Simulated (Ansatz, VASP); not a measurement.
**NaF (Villiaumite) in two plane-wave programs**

Wanted: the spread between two codes on one cell, functional and k mesh. The cell is taken from a series of VASP runs on this material, whose earlier steps may have relaxed, scaled or displaced it; both programs get it as it stands.

Program: Ansatz 0.2.0. Level of theory: plane waves, with VASP 6.6.1 beside it; elastic constants at PBEsol. Results are calculated unless marked as measured.

## (1) Set-up

The structure is cubic, space group Fm-3m (No. 225). The conventional cell has a = 4.629 Å, b = 4.629 Å, c = 4.629 Å, α = 90.00°, β = 90.00°, γ = 90.00°. Nearest to Na lie 6 F at 2.31 Å. Nearest to F lie 6 Na at 2.31 Å. Farther neighbours and most contacts between anions are not listed.

## (2) VASP: elastic constants, PBEsol

Elastic constants are differences of stresses under small strains, so they test the stress and the mesh.

Lines of VASP's logs that name or quote its potential files are left out, and so is its time.

Input file INCAR:

```
SYSTEM = NaF
PREC = Accurate
ENCUT = 800
EDIFF = 1E-08
NELM = 100
ISMEAR = 0
SIGMA = 0.03
LREAL = .FALSE.
ALGO = Normal
GGA = PS
NBANDS = 13
LORBIT = 11
LWAVE = .FALSE.
LCHARG = .FALSE.
KPAR = 4
IBRION = 6
NFREE = 2
POTIM = 0.015
ISIF = 3
NSW = 1
```

Input file POSCAR:

```
NaF
1.0
    0.0000000000      2.3144405875      2.3144405875
    2.3144405875      0.0000000000      2.3144405875
    2.3144405875      2.3144405875      0.0000000000
Na F
1 1
Direct
    0.0000000000      0.0000000000      0.0000000000
    0.5000000000      0.5000000000      0.5000000000
```

Input file KPOINTS:

```
Automatic mesh
0
Gamma
10 10 10
0 0 0
```

The projector-augmented-wave data sets are Na_pv and F (PBE family, release 64).

Run with:

```bash
$ mpirun -np 4 vasp_std
```

Numbers of over 12 decimals in the logs are rounded to 6 here.

The log of the run:

```text
[banner, memory and clock lines left out]
running    4 mpi-ranks, on    1 nodes
 distrk:  each k-point on    1 cores,    4 groups
 distr:  one band on    1 cores,    1 groups

 POSCAR found type information on POSCAR NaF
 POSCAR found :  2 types and       2 ions
|                                                                             |
|               ----> ADVICE to this user running VASP <----                  |
|                                                                             |
|     You enforced a specific xc type in the INCAR file but a different       |
|     [... a line on the potential file left out ...]
|     I HOPE YOU KNOW WHAT YOU ARE DOING!                                     |
|                                                                             |

 LDA part: xc-table for (Slater+PW92), standard interpolation
 POSCAR, INCAR and KPOINTS ok, starting setup
 FFT: planning ... GRIDC
 FFT: planning ... GRID_SOFT
 FFT: planning ... GRID
 WAVECAR not read
 entering main loop
       N       E                     dE             d eps       ncg     rms          rms(c)
DAV:   1     0.130489557402E+03    0.13049E+03   -0.98495E+03  1232   0.177E+03
DAV:   2    -0.152598367330E+01   -0.13202E+03   -0.12182E+03  1280   0.420E+02
DAV:   3    -0.946152433981E+01   -0.79355E+01   -0.79058E+01  1517   0.903E+01
DAV:   4    -0.954175367812E+01   -0.80229E-01   -0.80222E-01  1337   0.943E+00
DAV:   5    -0.954249300696E+01   -0.73933E-03   -0.73932E-03  1537   0.939E-01    0.489E+00
DAV:   6    -0.879039008874E+01    0.75210E+00   -0.27437E+00  1442   0.156E+01    0.183E+00
DAV:   7    -0.877495101600E+01    0.15439E-01   -0.28480E-02  1242   0.227E+00    0.103E+00
DAV:   8    -0.877296720414E+01    0.19838E-02   -0.26636E-02  1242   0.378E+00    0.148E-01
DAV:   9    -0.877353021939E+01   -0.56302E-03   -0.44402E-03  1477   0.698E-01    0.115E-01
DAV:  10    -0.877341115743E+01    0.11906E-03   -0.96559E-04  1272   0.368E-01    0.147E-02
DAV:  11    -0.877341233847E+01   -0.11810E-05   -0.46599E-05  1337   0.151E-01    0.582E-03
DAV:  12    -0.877341278285E+01   -0.44438E-06   -0.53280E-06  1494   0.345E-02    0.283E-03
DAV:  13    -0.877341269348E+01    0.89374E-07   -0.93016E-07  1292   0.101E-02    0.156E-03
DAV:  14    -0.877341265438E+01    0.39096E-07   -0.19921E-07  1372   0.723E-03    0.356E-05
DAV:  15    -0.877341267093E+01   -0.16548E-07   -0.11378E-08   996   0.961E-04    0.625E-05
DAV:  16    -0.877341267521E+01   -0.42799E-08   -0.20778E-10   656   0.171E-04
   1 F= -.87734127E+01 E0= -.87734127E+01  d E =-.127625E-28
[... from here on, the cycles between the ionic steps are left out ...]
   2 F= -.87718620E+01 E0= -.87718620E+01  d E =-.724179E-15
   9 F= -.87729325E+01 E0= -.87729325E+01  d E =-.662048E-32
  10 F= -.87729327E+01 E0= -.87729327E+01  d E =-.671908E-32
  11 F= -.87729324E+01 E0= -.87729324E+01  d E =-.663466E-32
  12 F= -.87729327E+01 E0= -.87729327E+01  d E =-.672004E-32
  13 F= -.87729324E+01 E0= -.87729324E+01  d E =-.663063E-32
  14 F= -.87731584E+01 E0= -.87731584E+01  d E =-.909017E-29
  15 F= -.87731585E+01 E0= -.87731585E+01  d E =-.916259E-29
  16 F= -.87731537E+01 E0= -.87731537E+01  d E =-.904943E-29
 Finite differences progress:
  Degree of freedom:   8/  8
  Displacement:        1/  2
  Total:              15/ 16
 bond charge predicted
       N       E                     dE             d eps       ncg     rms          rms(c)
DAV:   1    -0.876756076105E+01    0.55929E-02   -0.49240E+00  2652   0.177E+01    0.184E-01
DAV:   2    -0.877336884330E+01   -0.58081E-02   -0.62580E-02  2802   0.237E+00    0.770E-02
DAV:   3    -0.877318270525E+01    0.18614E-03   -0.44929E-04  3167   0.257E-01    0.365E-02
DAV:   4    -0.877314982876E+01    0.32876E-04   -0.19360E-04  2967   0.150E-01    0.129E-02
DAV:   5    -0.877315354622E+01   -0.37175E-05   -0.26659E-05  2837   0.462E-02    0.903E-03
DAV:   6    -0.877315375354E+01   -0.20732E-06   -0.17801E-06  3027   0.194E-02    0.227E-03
DAV:   7    -0.877315368700E+01    0.66539E-07   -0.62818E-07  3031   0.104E-02    0.972E-04
DAV:   8    -0.877315367634E+01    0.10663E-07   -0.40502E-08  2832   0.207E-03    0.360E-04
DAV:   9    -0.877315367662E+01   -0.27921E-09   -0.59482E-09  1574   0.754E-04
  17 F= -.87731537E+01 E0= -.87731537E+01  d E =-.906240E-29
 Finite differences progress:
  Degree of freedom:   8/  8
  Displacement:        2/  2
  Total:              16/ 16
```

OUTCAR, selected parts (step 2):

```text
ion  position               nearest neighbor table
   1  0.000  0.000  0.000-   2 2.31   2 2.31   2 2.31   2 2.31   2 2.31   2 2.31
   2  0.500  0.500  0.500-   1 2.31   1 2.31   1 2.31   1 2.31   1 2.31   1 2.31

  LATTYP: Found a face centered cubic cell.
 ALAT       =     4.6288811750

 Subroutine GETGRP returns: Found 48 space group operations
 (whereof 48 operations were pure point group operations)

The static configuration has the point symmetry O_h .

 Found     47 irreducible k-points:

   k-points           NKPTS =     47   k-points in BZ     NKDIM =     47   number of bands    NBANDS=     13

   dimension x,y,z NGX =    30 NGY =   30 NGZ =   30
   dimension x,y,z NGXF=    60 NGYF=   60 NGZF=   60

   ENCUT  =  800.0 eV  58.80 Ry    7.67 a.u.   7.55  7.55  7.55*2*pi/ulx,y,z

   NELECT =      14.0000    total number of electrons

 k-points in reciprocal lattice and weights: Automatic mesh
   0.00000000  0.00000000  0.00000000       0.001
   0.10000000  0.00000000  0.00000000       0.008
   0.20000000  0.00000000  0.00000000       0.008
   0.30000000  0.00000000  0.00000000       0.008
   0.40000000  0.00000000  0.00000000       0.008
   0.50000000  0.00000000  0.00000000       0.004
   0.10000000  0.10000000  0.00000000       0.006
   0.20000000  0.10000000  0.00000000       0.024
   0.30000000  0.10000000  0.00000000       0.024
[...]
-0.30000000  0.40000000  0.20000000       0.024
  -0.30000000  0.50000000  0.20000000       0.012

 average (electrostatic) potential at core
       1 -46.6349       2 -77.3242

 E-fermi :  -1.9420

 k-point     1 :       0.0000    0.0000    0.0000
  band No.  band energies     occupation
    ...
      3     -20.9243      2.00000
      4     -20.9236      2.00000
      5      -2.1685      2.00000
      6      -2.1685      2.00000
      7      -2.1685      2.00000
      8       4.0150      0.00000
      9      16.7040      0.00000
     10      16.7044      0.00000
     11      16.7044      0.00000
     12      19.3993      0.00000
    ...

 k-point     2 :       0.1000    0.0000    0.0000
  band No.  band energies     occupation
    ...
      3     -20.9255      2.00000
      4     -20.7761      2.00000
      5      -2.3711      2.00000
      6      -2.1939      2.00000
      7      -2.1939      2.00000
      8       4.3767      0.00000
      9      15.3836      0.00000
     10      16.8611      0.00000
     11      16.8613      0.00000
     12      20.8796      0.00000
    ...

 k-point     3 :       0.2000    0.0000    0.0000
  band No.  band energies     occupation
    ...
      3     -20.9286      2.00000
      4     -20.5501      2.00000
      5      -2.8353      2.00000
      6      -2.2597      2.00000
      7      -2.2597      2.00000
      8       5.3040      0.00000
      9      13.6136      0.00000
     10      17.2554      0.00000
     11      17.2557      0.00000
     12      20.7473      0.00000
    ...

  Total        0.0163280      0.0123973      0.0123973     -0.0000000      0.0000000     -0.0000000
  in kB        1.0550529      0.8010700      0.8010700     -0.0000000      0.0000000     -0.0000000
  external PRESSURE =       0.8857310 kB  Pullay stress =       0.0000000 kB

  energy-cutoff  :      800.00
  volume of cell :       24.80
      direct lattice vectors                 reciprocal lattice vectors
     0.000000000  2.314440588  2.314440588    -0.216034926  0.216034926  0.216034926
     2.314440588  0.000000000  2.314440588     0.216034926 -0.216034926  0.216034926
     2.314440588  2.314440588  0.000000000     0.216034926  0.216034926 -0.216034926

 POSITION                                       TOTAL-FORCE (eV/Angst)
 -----------------------------------------------------------------------------------
      0.00000      0.00000      0.00000        -0.034524      0.000000      0.000000
      2.29944      2.31444      2.31444         0.034524      0.000000      0.000000
 -----------------------------------------------------------------------------------
    total drift:                                0.000279     -0.000000     -0.000000

  FREE ENERGIE OF THE ION-ELECTRON SYSTEM (eV)
  ---------------------------------------------------
  free  energy   TOTEN  =        -8.7731536766 eV

  energy  without entropy=       -8.7731536766  energy(sigma->0) =       -8.77315368

  SYMMETRIZED ELASTIC MODULI (kBar)
 Direction    XX          YY          ZZ          XY          YZ          ZX
 --------------------------------------------------------------------------------
 XX        1070.6374    224.2799    224.2799     -0.0000      0.0000      0.0000
 YY         224.2799   1070.6374    224.2799      0.0000     -0.0000      0.0000
 ZZ         224.2799    224.2799   1070.6374     -0.0000      0.0000     -0.0000
 XY          -0.0000      0.0000     -0.0000    277.8284      0.0000     -0.0000
 YZ           0.0000     -0.0000      0.0000      0.0000    277.8284      0.0000
 ZX           0.0000      0.0000     -0.0000     -0.0000      0.0000    277.8284
 --------------------------------------------------------------------------------

 Eigenvectors and eigenvalues of the dynamical matrix
 ----------------------------------------------------

   1 f  =    7.337482 THz    46.102758 2PiTHz  244.752049 cm-1    30.345373 meV
             X         Y         Z           dx          dy          dz
      0.000000  0.000000  0.000000    -0.000000    0.671189   -0.000000
      2.314441  2.314441  2.314441     0.000000   -0.741286    0.000000

   2 f  =    7.337482 THz    46.102758 2PiTHz  244.752049 cm-1    30.345373 meV
             X         Y         Z           dx          dy          dz
      0.000000  0.000000  0.000000     0.000000    0.000000   -0.671189
      2.314441  2.314441  2.314441     0.000000    0.000000    0.741286

   3 f  =    7.337482 THz    46.102758 2PiTHz  244.752049 cm-1    30.345373 meV
             X         Y         Z           dx          dy          dz
      0.000000  0.000000  0.000000     0.671189    0.000000    0.000000
      2.314441  2.314441  2.314441    -0.741286   -0.000000    0.000000

   4 f/i=    0.014507 THz     0.091153 2PiTHz    0.483915 cm-1     0.059998 meV
             X         Y         Z           dx          dy          dz
      0.000000  0.000000  0.000000     0.062321    0.610096    0.416418
      2.314441  2.314441  2.314441     0.056428    0.552405    0.377041

   5 f/i=    0.014507 THz     0.091153 2PiTHz    0.483915 cm-1     0.059998 meV
             X         Y         Z           dx          dy          dz
      0.000000  0.000000  0.000000     0.698239   -0.185006    0.166555
      2.314441  2.314441  2.314441     0.632212   -0.167512    0.150806

   6 f/i=    0.014507 THz     0.091153 2PiTHz    0.483915 cm-1     0.059998 meV
             X         Y         Z           dx          dy          dz
      0.000000  0.000000  0.000000     0.241006    0.378233   -0.590221
      2.314441  2.314441  2.314441     0.218217    0.342467   -0.534409

 ELASTIC MODULI CONTR FROM IONIC RELAXATION (kBar)
 Direction    XX          YY          ZZ          XY          YZ          ZX
 --------------------------------------------------------------------------------
 XX           0.0000      0.0000      0.0000      0.0000      0.0000      0.0000
 YY           0.0000      0.0000      0.0000      0.0000      0.0000      0.0000
 ZZ           0.0000      0.0000      0.0000      0.0000      0.0000      0.0000
 XY           0.0000      0.0000      0.0000      0.0000      0.0000      0.0000
 YZ           0.0000      0.0000      0.0000      0.0000      0.0000      0.0000
 ZX           0.0000      0.0000      0.0000      0.0000      0.0000      0.0000
 --------------------------------------------------------------------------------

 TOTAL ELASTIC MODULI (kBar)
 Direction    XX          YY          ZZ          XY          YZ          ZX
 --------------------------------------------------------------------------------
 XX        1070.6374    224.2799    224.2799     -0.0000      0.0000      0.0000
 YY         224.2799   1070.6374    224.2799      0.0000     -0.0000      0.0000
 ZZ         224.2799    224.2799   1070.6374     -0.0000      0.0000     -0.0000
 XY          -0.0000      0.0000     -0.0000    277.8284      0.0000     -0.0000
 YZ           0.0000     -0.0000      0.0000      0.0000    277.8284      0.0000
 ZX           0.0000      0.0000     -0.0000     -0.0000      0.0000    277.8284
 --------------------------------------------------------------------------------

 total charge
# of ion       s       p       d       tot
------------------------------------------
    1        0.051   5.997   0.000   6.048
    2        1.721   4.373   0.000   6.094
--------------------------------------------------
tot          1.772  10.370   0.000  12.142

[... 3 further parts left out ...]
```

The last energy, forces, stress and levels in OUTCAR belong to the last displaced cell, not to the cell of POSCAR.

[end of part 1 of 2]

[Lines on the potential files, build, host, timing and source positions are cut from VASP's logs without a mark.]

[Logs are printed without paths, hosts, clocks, repeated set-up lines and the standing remarks that a program may print on its own settings, such as how far it seeks lower states.]

[Hosts, paths, dates, database ids (printed as entryN), source tags and the programs' standing remarks are cut or masked in the printed files.]
